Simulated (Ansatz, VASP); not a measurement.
**Mg: VASP beside Ansatz**

```
Mg
1.0
    -1.49593    1.49593    1.49593
     1.49593   -1.49593    1.49593
     1.49593    1.49593   -1.49593
Mg
1
Direct
  0.00000 0.00000 0.00000
```

Change from the starting cell: volume scaled by 1.04, crystal datasets.

Alike in both runs: task electric field gradients; functional PBEsol; k mesh 16 × 16 × 16; occupations fermi-dirac, width 0.05 eV; no spin polarisation.

```csv
,VASP,Ansatz
version,VASP 6.6.1,Ansatz 0.2.0
potentials or method,"VASP PAW PBE potentials, release 64 (Mg), cutoff 520 eV","all-electron PAW with datasets made for the crystal, scalar-relativistic"
```

```csv
,VASP,Ansatz,Ansatz less VASP
pressure (GPa),52.9,51.8,-1.09
Vzz of the field gradient on the site that differs most (V/Å²),0.0,0.0,0.00
```

Ansatz ran all-electron here, so the differences hold the error of VASP's frozen core and of both bases.

Caveats: so large a pressure means that the cell lies far from this level's equilibrium, or that cutoff or potentials fall short (VASP); the potentials were made for another functional, which shifts forces and pressure (VASP).
